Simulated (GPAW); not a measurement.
Runs of GPAW 26.7.0 on Ag. It takes space group Fm-3m (No. 225, cubic). The conventional cell has a = 4.085 Å, b = 4.085 Å, c = 4.085 Å, α = 90.00°, β = 90.00°, γ = 90.00°. Around Ag (site symmetry m-3m) lie 12 Ag at 2.89 Å. 

```tsv
task	level	potentials or basis	spin	band path	band points	spin axis theta (degrees)	spin axis phi (degrees)	soc after scf	pressure (GPa)	V0 of scaled cells (Å³/atom)	B0 (GPa)
equation of state	revPBE+D3	the program's PAW data sets (release 1.2.1) made for this functional, pw	off	-	-	-	-	-	-	16.98	87
equation of state	OLYP+D3	PAW data sets generated in the run's folder for this functional, pw	off	-	-	-	-	-	-	(a)	(b)
equation of state	vdW-DF-cx	GPAW PAW data sets (gpaw-data 1.2.1), pw	off	-	-	-	-	-	-	17.27	106
band structure	PBE	JTH PAW 2.0, PBE, pw	off	GXWKGLUWLK,UX	60	-	-	-	4.4	-	-
band structure	WC	PAW data sets generated in the run's folder for this functional, pw	SOC, no magnetisation	GXWKGLUWLK,UX	100	90	0	second variation	-2.2	-	-
```

Alike in all rows: cell as given; k mesh 11 × 11 × 11; cutoff (eV) 600; smearing fermi-dirac 0.05 eV.

Fill in the values left out.

(a) 16.72; (b) 85.

Caveats: the PAW data sets were made with another functional, which shifts forces and pressure a little (some runs); the program truncates these outside data sets (some runs); spin-orbit coupling was added after a scalar SCF, so levels and gaps hold it while energy, forces, pressure and moments don't (some runs).

The runs don't all hold the same shells in valence.
